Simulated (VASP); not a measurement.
A convergence study with VASP on InN (zinc blende): one setting is varied, all else stays as given below, so the limit is that of these other settings. Each run relaxes cell and ions; the cell shown is the tightest run's result.

```
InN
1.0
    0.00000     2.52554     2.52554
    2.52554     0.00000     2.52554
    2.52554     2.52554     0.00000
In N
1 1
Direct
  0.00000   0.00000   0.00000
  0.25000   0.25000   0.25000
```

Calculation: PBE GGA, VASP's PBE PAW potentials (set 64) (plane waves; VASP). The tightest run used: 700 eV cut-off, 13×13×13 Γ-centred mesh, Gaussian smearing of 0.050 eV, potentials In_d N.

The reference is 13×13×13 mesh, which took about 2 core-minutes. The timings are rough (shared machines, no repeats); factors under 2 mean little.

Q: Of the settings 2×2×2 mesh; 3×3×3 mesh; 4×4×4 mesh; 5×5×5 mesh; 6×6×6 mesh; 7×7×7 mesh; 8×8×8 mesh; 9×9×9 mesh; 10×10×10 mesh; 11×11×11 mesh; 12×12×12 mesh; 13×13×13 mesh, which is the lowest that keeps the difference from the reference in relaxed volume (Å³/atom) within 0.05 from there on, and what does it cost?

A: 4×4×4 mesh; its cost over the reference is about 1/7.
```tsv
setting	difference in relaxed volume (Å³/atom)	cost over the reference
2×2×2 mesh	0.655	about 1/10
3×3×3 mesh	0.140	about 1/9
4×4×4 mesh	0.037	about 1/7
5×5×5 mesh	0.013	about 1/5
6×6×6 mesh	0.005	about 1/4
7×7×7 mesh	0.003	about 1/5
8×8×8 mesh	0.002	about 1/4
9×9×9 mesh	0.001	about 1/2
10×10×10 mesh	0.000	about 1/3
11×11×11 mesh	0.000	within a factor of 2
12×12×12 mesh	0.000	within a factor of 2
13×13×13 mesh	0.000	reference
```

Left out are rungs that failed or repeat a setting and relaxations that didn't move; long series are thinned to 24 rows.

The compound is InN in the zinc blende structure, a metastable form; wurtzite is the usual one.
